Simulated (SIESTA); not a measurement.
Runs of SIESTA 5.4.2 on CsSnI3. It takes space group Pm-3m (No. 221, cubic). Conventional cell: a = 6.206 Å, b = 6.206 Å, c = 6.206 Å, α = 90.00°, β = 90.00°, γ = 90.00°. Cs (site symmetry m-3m) is surrounded by 12 I at 4.39 Å. I (site symmetry 4/mmm) is surrounded by 2 Sn at 3.10 Å. Around Sn (site symmetry m-3m) lie 6 I at 3.10 Å. 

```tsv
task	level	potentials or basis	cell	optimiser	force tolerance	pressure (GPa)
band structure	BLYP	PseudoDojo 0.4 standard (PBE files), DZP (energy shift 0.002 Ry; d shell added on Cs)	as given	-	-	2.3
band structure	LDA	PseudoDojo 0.4 standard (LDA files), DZP (energy shift 0.002 Ry; d shell added on Cs)	as given	-	-	-1.3
relaxation of cell and atoms	AM05	PseudoDojo 0.4 standard (PBEsol files), DZP (energy shift 0.002 Ry; d shell added on Cs)	relaxed	CG	0.02 eV/Å	0.0
band structure	RPBE	PseudoDojo 0.4 standard (PBE files), DZP (energy shift 0.002 Ry; d shell added on Cs)	as given	-	-	(a)
band structure	AM05	PseudoDojo 0.4 standard (PBEsol files), DZP (energy shift 0.002 Ry; d shell added on Cs)	as given	-	-	0.1
```

Alike in all rows: no spin polarisation; k mesh 5 × 5 × 5; smearing fermi-dirac 0.05 eV; grid cutoff 500 Ry; energy shift 0.002 Ry.

Question: Estimate the missing entries.

Answer: (a) 1.8.

Caveats: semicore shells carry a single zeta, which can move pressures by several GPa and volumes by a few percent; the basis of atomic orbitals isn't converged, which shifts pressures, moduli and gaps; the potentials were made for another functional, which shifts forces and pressure (some runs); the cell was measured hot, at 500 K (some runs).

Runs at the PBE level aren't shown here.
